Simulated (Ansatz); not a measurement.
**C under changes of volume**

One of the cells (5.672 Å³/atom); the others are scaled copies at fixed shape and fractional positions:

```
CELL_PARAMETERS angstrom
0.00000 1.78337 1.78337
1.78337 0.00000 1.78337
1.78337 1.78337 0.00000
ATOMIC_POSITIONS crystal
C 0.75000 0.75000 0.75000
C 0.50000 0.50000 0.50000
```

This isn't the form of C at room conditions, which is graphite.

- Program: Ansatz 0.2.0
- Functional: PBEsol0
- Potentials or basis: Ansatz PAW
- Cutoff: 420 eV (not typed: the program's choice for these potentials)
- k mesh: 7 × 7 × 7
- Occupations: fermi-dirac, width 0.05 eV
- Spin: no spin polarisation

```csv
volume (Å³/atom),energy over the lowest point (meV/atom),pressure (GPa),gap on the mesh (eV)
5.332,9.52,17.5,6.22
5.445,1.12,6.5,6.17
5.558,0.00,-3.6,6.12
5.672,?,?,?
5.785,17.86,-21.0,6.02
5.899,35.44,-28.5,5.97
6.012,58.19,-35.4,5.93
```

Question: What does the run at 5.672 Å³/atom give?

Answer: Energy over the lowest point 5.83 meV/atom; pressure -12.7 GPa; gap on the mesh 6.07 eV.

Worked out: A Birch-Murnaghan fit of order 3 (a polynomial in V^(-2/3)) to the other rows has its minimum at 5.52 Å³/atom with B0 = V·E''(V) = 483 GPa and B' = 3.6. It gives 5.86 meV/atom at 5.672 Å³/atom, against the run's 5.83, and -dE/dV = -12.7 GPa, against -12.7. A straight line through the other rows of the gap, of slope -2.45 eV per unit of ln V, gives 6.07 eV, against the run's 6.07.

Energies are extrapolated to zero smearing.

Caveats: all runs use coarse meshes; odd divisions of the mesh miss points on the zone boundary, where band edges often lie, so the gap on the mesh can be too wide; the PAW data sets come from PBE, with cores solved anew for the run's functional, which leaves a small shift of forces and pressure; the thresholds are loose for stress.

A mesh can miss the band edges.
